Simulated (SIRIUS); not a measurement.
Here is a SIRIUS 7.12.0 calculation.

File sirius.json:

```json
{
  "control": {
    "processing_unit": "cpu",
    "std_evp_solver_name": "lapack",
    "gen_evp_solver_name": "lapack",
    "verbosity": 2,
    "print_forces": true,
    "ortho_rf": true,
    "use_second_variation": true,
    "rmt_max": 3.0,
    "num_bands_to_print": 18,
    "save_wf": true
  },
  "parameters": {
    "electronic_structure_method": "full_potential_lapwlo",
    "xc_functionals": ["XC_GGA_X_PBE_SOL", "XC_GGA_C_PBE_SOL"],
    "core_relativity": "dirac",
    "valence_relativity": "iora",
    "num_fv_states": 18,
    "smearing": "fermi_dirac",
    "smearing_width": 0.0018374661,
    "pw_cutoff": 20,
    "gk_cutoff": 3.94,
    "lmax_apw": 10,
    "lmax_rho": 8,
    "lmax_pot": 8,
    "num_mag_dims": 0,
    "auto_rmt": 0,
    "ngridk": [10, 10, 8],
    "shiftk": [0, 0, 0],
    "num_dft_iter": 80,
    "energy_tol": 1e-07,
    "density_tol": 1e-05,
    "use_symmetry": true
  },
  "settings": {"tol_ne": 1e-10},
  "iterative_solver": {"type": "exact"},
  "mixer": {"type": "anderson", "beta": 0.5, "max_history": 8},
  "unit_cell": {
    "lattice_vectors": [[5.8298050945, 0.0, 0.0], [-2.9149025472, 5.048759311, 0.0], [0.0, 0.0, 6.6575051371]],
    "atom_types": ["B", "Mg"],
    "atom_files": {"B": "B.json", "Mg": "Mg.json"},
    "atoms": {"B": [[0.6666666667, 0.3333333333, 0.5], [0.3333333333, 0.6666666667, 0.5]], "Mg": [[0.0, 0.0, 0.0]]}
  }
}
```

Contents of B.json:

```json
{
  "name": "boron",
  "symbol": "B",
  "number": 5,
  "mass": 10.811,
  "rmin": 1e-06,
  "rmt": 1.65,
  "nrmt": 800,
  "rinf": 17.81,
  "core": "",
  "valence": [
    {"basis": [{"enu": 0.07, "dme": 0, "n": 0, "auto": 0}, {"enu": 0.07, "dme": 1, "n": 0, "auto": 0}]},
    {"l": 0, "n": 1, "basis": [{"enu": 0.1159, "dme": 0, "n": 0, "auto": 0}]},
    {"l": 1, "n": 2, "basis": [{"enu": 0.17, "dme": 0, "n": 0, "auto": 0}]},
    {"l": 2, "n": 3, "basis": [{"enu": 0.17, "dme": 0, "n": 0, "auto": 0}]},
    {"l": 3, "n": 4, "basis": [{"enu": 0.17, "dme": 0, "n": 0, "auto": 0}]}
  ],
  "lo": [
    {
      "l": 0,
      "basis": [{"enu": 0.1159, "dme": 0, "n": 0, "auto": 0}, {"enu": 0.1159, "dme": 1, "n": 0, "auto": 0}]
    },
    {
      "l": 0,
      "basis": [{"enu": 0.1159, "dme": 1, "n": 0, "auto": 0}, {"enu": 0.1159, "dme": 2, "n": 0, "auto": 0}]
    },
    {
      "l": 0,
      "basis": [{"enu": -6.2564, "dme": 0, "n": 1, "auto": 1}, {"enu": -6.2564, "dme": 1, "n": 1, "auto": 1}]
    },
    {
      "l": 0,
      "basis": [{"enu": 0.1159, "dme": 0, "n": 0, "auto": 0}, {"enu": 4.5236, "dme": 0, "n": 0, "auto": 0}]
    },
    {"l": 1, "basis": [{"enu": 0.17, "dme": 0, "n": 0, "auto": 0}, {"enu": 0.17, "dme": 1, "n": 0, "auto": 0}]},
    {"l": 1, "basis": [{"enu": 0.17, "dme": 1, "n": 0, "auto": 0}, {"enu": 0.17, "dme": 2, "n": 0, "auto": 0}]},
    {"l": 1, "basis": [{"enu": 0.17, "dme": 0, "n": 0, "auto": 0}, {"enu": 5.2389, "dme": 0, "n": 0, "auto": 0}]},
    {"l": 2, "basis": [{"enu": 0.17, "dme": 0, "n": 0, "auto": 0}, {"enu": 0.17, "dme": 1, "n": 0, "auto": 0}]},
    {"l": 2, "basis": [{"enu": 0.17, "dme": 1, "n": 0, "auto": 0}, {"enu": 0.17, "dme": 2, "n": 0, "auto": 0}]},
    {"l": 2, "basis": [{"enu": 0.17, "dme": 0, "n": 0, "auto": 0}, {"enu": 5.9, "dme": 0, "n": 0, "auto": 0}]},
    {"l": 3, "basis": [{"enu": 0.17, "dme": 0, "n": 0, "auto": 0}, {"enu": 0.17, "dme": 1, "n": 0, "auto": 0}]}
  ],
  "free_atom": [... radial grid and density of the free atom, the start of the SCF ...]
}
```

File Mg.json:

```json
{
  "name": "magnesium",
  "symbol": "Mg",
  "number": 12,
  "mass": 24.305,
  "rmin": 1e-06,
  "rmt": 2.17,
  "nrmt": 800,
  "rinf": 17.32,
  "core": "1s",
  "valence": [
    {"basis": [{"enu": 0.07, "dme": 0, "n": 0, "auto": 0}, {"enu": 0.07, "dme": 1, "n": 0, "auto": 0}]},
    {"l": 0, "n": 1, "basis": [{"enu": 0.17, "dme": 0, "n": 0, "auto": 0}]},
    {"l": 1, "n": 2, "basis": [{"enu": 0.17, "dme": 0, "n": 0, "auto": 0}]},
    {"l": 2, "n": 3, "basis": [{"enu": 0.17, "dme": 0, "n": 0, "auto": 0}]},
    {"l": 3, "n": 4, "basis": [{"enu": 0.17, "dme": 0, "n": 0, "auto": 0}]}
  ],
  "lo": [
    {"l": 0, "basis": [{"enu": 0.17, "dme": 0, "n": 0, "auto": 0}, {"enu": 0.17, "dme": 1, "n": 0, "auto": 0}]},
    {
      "l": 0,
      "basis": [{"enu": -2.5661, "dme": 0, "n": 2, "auto": 1}, {"enu": -2.5661, "dme": 1, "n": 2, "auto": 1}]
    },
    {
      "l": 0,
      "basis": [{"enu": -2.5661, "dme": 1, "n": 2, "auto": 1}, {"enu": 0.17, "dme": 0, "n": 0, "auto": 0}]
    },
    {"l": 0, "basis": [{"enu": 0.17, "dme": 0, "n": 0, "auto": 0}, {"enu": 3.5678, "dme": 0, "n": 0, "auto": 0}]},
    {"l": 1, "basis": [{"enu": 0.17, "dme": 0, "n": 0, "auto": 0}, {"enu": 0.17, "dme": 1, "n": 0, "auto": 0}]},
    {
      "l": 1,
      "basis": [{"enu": -1.3716, "dme": 0, "n": 2, "auto": 1}, {"enu": -1.3716, "dme": 1, "n": 2, "auto": 1}]
    },
    {
      "l": 1,
      "basis": [{"enu": -1.3716, "dme": 1, "n": 2, "auto": 1}, {"enu": 0.17, "dme": 0, "n": 0, "auto": 0}]
    },
    {"l": 1, "basis": [{"enu": 0.17, "dme": 0, "n": 0, "auto": 0}, {"enu": 4.0775, "dme": 0, "n": 0, "auto": 0}]},
    {"l": 2, "basis": [{"enu": 0.17, "dme": 0, "n": 0, "auto": 0}, {"enu": 0.17, "dme": 1, "n": 0, "auto": 0}]},
    {"l": 2, "basis": [{"enu": 0.17, "dme": 1, "n": 0, "auto": 0}, {"enu": 0.17, "dme": 2, "n": 0, "auto": 0}]},
    {"l": 2, "basis": [{"enu": 0.17, "dme": 0, "n": 0, "auto": 0}, {"enu": 3.4829, "dme": 0, "n": 0, "auto": 0}]},
    {"l": 3, "basis": [{"enu": 0.17, "dme": 0, "n": 0, "auto": 0}, {"enu": 0.17, "dme": 1, "n": 0, "auto": 0}]}
  ],
  "free_atom": [... radial grid and density of the free atom, the start of the SCF ...]
}
```

Contents of sirius_start.json:

```json
{
  "control": {
    "processing_unit": "cpu",
    "std_evp_solver_name": "lapack",
    "gen_evp_solver_name": "lapack",
    "verbosity": 1,
    "print_forces": false,
    "ortho_rf": true,
    "use_second_variation": true,
    "rmt_max": 3.0,
    "num_bands_to_print": 18,
    "save_wf": false
  },
  "parameters": {
    "electronic_structure_method": "full_potential_lapwlo",
    "xc_functionals": ["XC_LDA_X", "XC_LDA_C_PW"],
    "core_relativity": "dirac",
    "valence_relativity": "iora",
    "num_fv_states": 18,
    "smearing": "fermi_dirac",
    "smearing_width": 0.0055123983,
    "pw_cutoff": 20,
    "gk_cutoff": 3.15,
    "lmax_apw": 10,
    "lmax_rho": 8,
    "lmax_pot": 8,
    "num_mag_dims": 0,
    "auto_rmt": 0,
    "ngridk": [4, 4, 3],
    "shiftk": [0, 0, 0],
    "num_dft_iter": 30,
    "energy_tol": 0.01,
    "density_tol": 0.05,
    "use_symmetry": true
  },
  "settings": {"tol_ne": 1e-10},
  "iterative_solver": {"type": "exact"},
  "mixer": {"type": "anderson", "beta": 0.5, "max_history": 8},
  "unit_cell": {
    "lattice_vectors": [[5.8298050945, 0.0, 0.0], [-2.9149025472, 5.048759311, 0.0], [0.0, 0.0, 6.6575051371]],
    "atom_types": ["B", "Mg"],
    "atom_files": {"B": "B.json", "Mg": "Mg.json"},
    "atoms": {"B": [[0.6666666667, 0.3333333333, 0.5], [0.3333333333, 0.6666666667, 0.5]], "Mg": [[0.0, 0.0, 0.0]]}
  }
}
```

sirius_bands.json

```json
{
  "control": {
    "processing_unit": "cpu",
    "std_evp_solver_name": "lapack",
    "gen_evp_solver_name": "lapack",
    "verbosity": 2,
    "print_forces": true,
    "ortho_rf": true,
    "use_second_variation": true,
    "rmt_max": 3.0,
    "num_bands_to_print": 18,
    "save_wf": true
  },
  "parameters": {
    "electronic_structure_method": "full_potential_lapwlo",
    "xc_functionals": ["XC_GGA_X_PBE_SOL", "XC_GGA_C_PBE_SOL"],
    "core_relativity": "dirac",
    "valence_relativity": "iora",
    "num_fv_states": 18,
    "smearing": "fermi_dirac",
    "smearing_width": 0.0018374661,
    "pw_cutoff": 20,
    "gk_cutoff": 3.94,
    "lmax_apw": 10,
    "lmax_rho": 8,
    "lmax_pot": 8,
    "num_mag_dims": 0,
    "auto_rmt": 0,
    "ngridk": [10, 10, 8],
    "shiftk": [0, 0, 0],
    "num_dft_iter": 80,
    "energy_tol": 1e-07,
    "density_tol": 1e-05,
    "use_symmetry": true
  },
  "settings": {"tol_ne": 1e-10},
  "iterative_solver": {"type": "exact"},
  "mixer": {"type": "anderson", "beta": 0.5, "max_history": 8},
  "unit_cell": {
    "lattice_vectors": [[5.8298050945, 0.0, 0.0], [-2.9149025472, 5.048759311, 0.0], [0.0, 0.0, 6.6575051371]],
    "atom_types": ["B", "Mg"],
    "atom_files": {"B": "B.json", "Mg": "Mg.json"},
    "atoms": {"B": [[0.6666666667, 0.3333333333, 0.5], [0.3333333333, 0.6666666667, 0.5]], "Mg": [[0.0, 0.0, 0.0]]}
  },
  "kpoints_rel": {
    "G": [0.0, 0.0, 0.0],
    "A": [0.0, 0.0, 0.5],
    "H": [0.3333333333, 0.3333333333, 0.5],
    "K": [0.3333333333, 0.3333333333, 0.0],
    "L": [0.5, 0.0, 0.5],
    "M": [0.5, 0.0, 0.0]
  },
  "kpoints_path": ["G", "M", "K", "G", "A", "L", "H", "A"]
}
```

Potentials or basis: all-electron FP-LAPW, apw+lo standard.

The run is started by

```bash
$ OMP_NUM_THREADS=1 sirius.scf --input=sirius_start.json --output=start.json
$ OMP_NUM_THREADS=1 sirius.scf --input=sirius.json --output=output.json --task=1
$ OMP_NUM_THREADS=1 sirius.scf --input=sirius_bands.json --output=bands_out.json --task=2
```

Q: What does it give for the band gap along the path?

A: None (metal or under the smearing width).

Levels at the corners of the path, in eV from the Fermi level:
| point | band 7 | band 8 | band 9 | band 10 | band 11 | band 12 | band 13 | band 14 |
| --- | --- | --- | --- | --- | --- | --- | --- | --- |
| Γ | -12.44 | -2.98 | 0.34 | 0.34 | 1.57 | 6.23 | 6.23 | 8.06 |
| M | -8.54 | -7.87 | -2.20 | 0.17 | 3.02 | 3.79 | 5.24 | 7.02 |
| K | -7.27 | -7.27 | -5.92 | 1.76 | 1.76 | 6.08 | 6.08 | 8.67 |
| Γ | -12.44 | -2.98 | 0.34 | 0.34 | 1.57 | 6.23 | 6.23 | 8.06 |
| A | -11.14 | -7.49 | 0.72 | 0.72 | 6.57 | 6.57 | 7.89 | 9.85 |
| L | -7.56 | -6.95 | -3.62 | -1.91 | -1.37 | 5.63 | 8.67 | 8.80 |
| H | -6.37 | -6.37 | -5.23 | -2.07 | -2.07 | 3.46 | 11.51 | 11.85 |
| A | -11.14 | -7.49 | 0.72 | 0.72 | 6.57 | 6.57 | 7.89 | 9.85 |
